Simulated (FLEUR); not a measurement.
Crystal: Lu.

```
Lu
1.0
     3.50310    0.00000    0.00000
    -1.75155    3.03377    0.00000
     0.00000    0.00000    5.55090
Lu
2
Direct
  0.66667 0.33333 0.75000
  0.33333 0.66667 0.25000
```

```yaml
Program: FLEUR MaX-R8.1 (later development tree)
Task: single point
Functional: PBE
Potentials_or_basis: all-electron
Basis: FLAPW
Kmax: 4.1 1/bohr
k_mesh: 9 × 9 × 5
Occupations: fermi-dirac, width 0.05 eV
Spin: no spin polarisation
Gmax: 12.7 1/bohr
Muffin-tin_radii: Lu 2.66 bohr
lmax: Lu 10
lnonsphr: Lu 10
Local_orbitals_a_species: Lu 4
Max_iterations: 60
Mixing_factor: 0.05
Mixer: Anderson
Mixer_history: 15
```

On this cell: largest force under 0.003 eV/Å; band gap on the k mesh none (metal or under the smearing width).

The same run follows on a disturbed copy (atoms moved at random, drawn with an rms of 0.05 Å):

```
Lu
1.0
     3.50310    0.00000    0.00000
    -1.75155    3.03377    0.00000
     0.00000    0.00000    5.55090
Lu
2
Direct
  0.66872 0.33408 0.75221
  0.33215 0.65927 0.24887
```

**Question.** What does the disturbed cell give?

**Answer.** The energy (extrapolated to zero smearing) moves by +0.5 meV/atom; largest force 0.084 eV/Å; band gap on the k mesh none (metal or under the smearing width).

Forces in eV/Å, atoms in the order of the input:
```
Lu   0.004 -0.031 -0.078
Lu  -0.004  0.031  0.078
```
